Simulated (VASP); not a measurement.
The system is TiO2.

```xyz
6
Lattice="4.5998 0.0000 0.0000 0.0000 4.5998 0.0000 0.0000 0.0000 2.9592" Properties=species:S:1:pos:R:3 pbc="T T T"
Ti    0.0000    0.0000    1.4796
Ti    2.2999    2.2999    0.0000
O     1.3998    1.3998    1.4796
O     0.9001    3.6997    0.0000
O     3.6997    0.9001    0.0000
O     3.2000    3.2000    1.4796
```

The cell is a database's computed one.

Base run:

| Quantity | Value |
| --- | --- |
| Program | VASP 6.6.1 |
| Functional | revPBE |
| Potentials or basis | VASP PAW PBE potentials, release 64 (Ti_sv, O) |
| Cutoff | 520 eV |
| k mesh | 6 × 6 × 9 |
| Occupations | fermi-dirac, width 0.05 eV |
| Spin | no spin polarisation |

Its results: band gap on the k mesh 1.87 eV, direct.

Q: The run is repeated on the same cell with these changes: functional from revPBE to LDA; potentials or basis from VASP PAW PBE potentials, release 64 (Ti_sv, O) to VASP PAW LDA potentials, release 64 (Ti_sv, O). What comes out?

A: Band gap on the k mesh 1.75 eV, direct.
